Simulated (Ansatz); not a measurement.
**Levels of theory for MgS (CsCl type)**

All numbers come from the PAW code Ansatz. Simulation only: spin-unpolarised, and no claim that this is the phase found in nature.

The cell is MgS, CsCl type; cell and atoms were relaxed with r2SCAN. Around Mg lie 8 S at 2.83 Å; around S lie 8 Mg at 2.83 Å.

Space group Pm-3m (No. 221). a = 3.263 Å, b = 3.263 Å, c = 3.263 Å, α = 90.00°, β = 90.00°, γ = 90.00°

| atom | site | symmetry | x | y | z |
| --- | --- | --- | --- | --- | --- |
| Mg | 1a | m-3m | 0.0000 | 0.0000 | 0.0000 |
| S | 1b | m-3m | 0.5000 | 0.5000 | 0.5000 |

Relaxed lattice by functional, symmetry kept:
```csv
functional,k mesh,a (Å),volume (Å³/atom)
PBE,8×8×8,3.274,17.55
r2SCAN,8×8×8,3.263,17.37
PBEsol,8×8×8,3.245,17.08
LDA,8×8×8,3.213,16.58
HSE06,6×6×6,3.257,17.27
```

Gaps on the r2SCAN cell, each the least over its mesh and the special points:

| level | k mesh | gap (eV) | kind | edges | least direct gap (eV) | rough cost |
| --- | --- | --- | --- | --- | --- | --- |
| LDA | 8×8×8 | none (overlap 0.41) | – | – | – | 1.1 core-seconds |
| PBE | 8×8×8 | none (overlap 0.35) | – | – | – | 1.4 core-seconds |
| r2SCAN | 8×8×8 | 0.09 | indirect | X–M (0.80) → M | 0.12 | 2.4 core-seconds |
| HSE06 | 6×6×6 | 0.08 | direct | M | 0.08 | 40 core-seconds |

All runs use a smearing of 0.02 eV.
Wave cutoffs: 420 eV, 500 eV (r2SCAN).
Points off the special ones are mesh points or PBE's searched band edges, reused at the other levels.
Costs come from shared machines and give only the order; PBE's includes the band path.

With HSE06 the gap is 0.08 eV and direct, at M.

Direct and least gap lie within 0.04 eV at some levels, so the kind of gap isn't settled.

Overlapping bands make a metal at that level, for which these meshes are coarse; small forces, stresses and energy differences are uncertain. A small overlap in a semilocal functional can be an artefact that a hybrid or GW lifts.

The meshes of the hybrids are coarse, so their gaps aren't converged to the digits shown.
